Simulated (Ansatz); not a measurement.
**FePt (P4/mmm): exchange couplings and spin waves**

Aim: map the magnet FePt (P4/mmm) on a Heisenberg model by the force theorem, and read spin waves, ordering temperature and anisotropy.

Method: DFT LDA, scalar-relativistic, plane waves, PAW, in Ansatz 0.2.0.

1 further run of the same task is left out (set aside as unsound or not needed). Runs told in other sessions of the task aren't counted.

### 1 Starting point

Symmetry: P4/mmm, No. 123, tetragonal system. The conventional cell has a = 2.722 Å, b = 2.722 Å, c = 3.700 Å, α = 90.00°, β = 90.00°, γ = 90.00°. Around Fe (site symmetry 4/mmm) lie 8 Pt at 2.67 Å and 4 Fe at 2.72 Å. Pt (site symmetry 4/mmm) is surrounded by 8 Fe at 2.67 Å and 4 Pt at 2.72 Å.

Coordinates:

```cif
data_structure
_symmetry_space_group_name_H-M 'P 1'
_symmetry_Int_Tables_number 1
_cell_length_a 2.7217
_cell_length_b 2.7217
_cell_length_c 3.7000
_cell_angle_alpha 90.000
_cell_angle_beta 90.000
_cell_angle_gamma 90.000
_cell_volume 27.41
loop_
_atom_site_label
_atom_site_type_symbol
_atom_site_fract_x
_atom_site_fract_y
_atom_site_fract_z
_atom_site_occupancy
Fe1 Fe 0.50000 0.50000 0.50000 1
Pt1 Pt 0.00000 0.00000 0.00000 1
```

The cell is the deposited one, not relaxed. At LDA, an earlier run found -11.33 GPa for this cell of 13.704 Å³/atom (12×12×10 mesh), no gap, spin moments in the atoms' spheres Fe 2.86; Pt 0.39 μB. The cell is stretched at this level.

### 2 Exchange couplings, spin waves and anisotropy by the force theorem

The input, input.yaml:

```yaml
crystal:
  lattice:
    - [2.7216546016, 0.0, 0.0]
    - [0.0, 2.7216546016, 0.0]
    - [0.0, 0.0, 3.7000008167]
  atoms:
    - { symbol: Fe, position: [0.5, 0.5, 0.5], spin: 3.15 }
    - { symbol: Pt, position: [0.0, 0.0, 0.0] }
basis:
  ecutwfc: 420
  ecutrho_ratio: 4
kpoints:
  mp_grid: { grid: [12, 12, 8] }
  band_path:
    path:
      - [[0.0, 0.0, 0.0], [0.0, 0.5, 0.0], [0.5, 0.5, 0.0], [0.0, 0.0, 0.0], [0.0, 0.0, 0.5], [0.0, 0.5, 0.5], [0.5, 0.5, 0.5], [0.0, 0.0, 0.5]]
      - [[0.0, 0.5, 0.0], [0.0, 0.5, 0.5]]
      - [[0.5, 0.5, 0.0], [0.5, 0.5, 0.5]]
    npoints: 6
hamiltonian:
  xc: lda
scf:
  occupations: { method: gaussian, width: 0.05 }
  lower_state_search: "off"
output:
  forces: true
  stress: true
  eigenvalues: true
  populations: true
  eigenstates:
    nscf_kmesh: { grid: [12, 12, 8] }
    top_band: c38
    exchange_couplings: { magnetic: [{ site: 0 }] }
    magnetocrystalline_anisotropy: {}
magnetization:
  spin_polarized: true
checkpoint:
  read: start.run
  write: ck
  compress: false
  write_wavefunctions: false
  write_every: 100000
```

start.run is the folder with the converged state of an earlier run on this cell.

The run is started by

```sh
ansatz run input.yaml --threads 4 --pin off --max-ram 9216MiB --backend cpu --events-out ev --progress --plain --runs-dir out
```

Q: Predict the outcome of this session. Wanted: strongest shell; highest spin wave on the path; mean-field ordering temperature; easy direction; anisotropy energy.

The runs gave:

| quantity | value |
| --- | --- |
| strongest shell | Fe–Fe at 5.34 Å, J = -6.861 meV × 8 |
| highest spin wave on the path | 242.5 meV |
| mean-field ordering temperature | 934 K at q = (0.00, 0.00, 0.38) |
| easy direction | (0.00, 0.00, 1.00) |
| anisotropy energy | 3.144 meV/cell |

The shell that weighs most is Fe–Fe at 5.34 Å and favours opposed moments. A spin-wave branch goes negative, so this collinear order is unstable against turning the moments. Mean-field theory leaves out fluctuations and tends to put the ordering too high. That wave vector is a spiral, so the temperature belongs to another order than the collinear one typed. The program gives no random-phase temperature (state not lowest). The couplings belong to the order typed, which need not be the compound's real one. The easy direction is (0.00, 0.00, 1.00), 3.144 meV per cell under the hardest one tried. Spin–orbit coupling enters the anisotropy alone, not the self-consistent state or the couplings.
